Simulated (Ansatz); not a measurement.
Crystal: V.

```
CELL_PARAMETERS angstrom
-1.51435 1.51435 1.51435
1.51435 -1.51435 1.51435
1.51435 1.51435 -1.51435
ATOMIC_POSITIONS crystal
V 0.00000 0.00000 0.00000
```

Base run:

* Program: Ansatz 0.2.0
* Functional: PBEsol
* Potentials or basis: all-electron PAW datasets made for the crystal
* Cutoff: 280 eV
* Density cutoff: 1120 eV
* k mesh: 12 × 12 × 12
* Occupations: fermi-dirac, width 0.05 eV
* Spin: collinear spin, ferromagnetic start
* Starting moments: [2.0] μB

Its results: pressure -12.1 GPa; net moment 0.00 μB per cell.

Problem. The run is repeated on the same cell with these changes: potentials or basis from all-electron PAW datasets made for the crystal to all-electron LAPW, non-relativistic; cutoff from 280 eV to 258 eV; density cutoff from 1120 eV to 1030 eV. What comes out?

Solution. Pressure -11.2 GPa; net moment 0.00 μB per cell.

Not every run made on this cell is shown here.
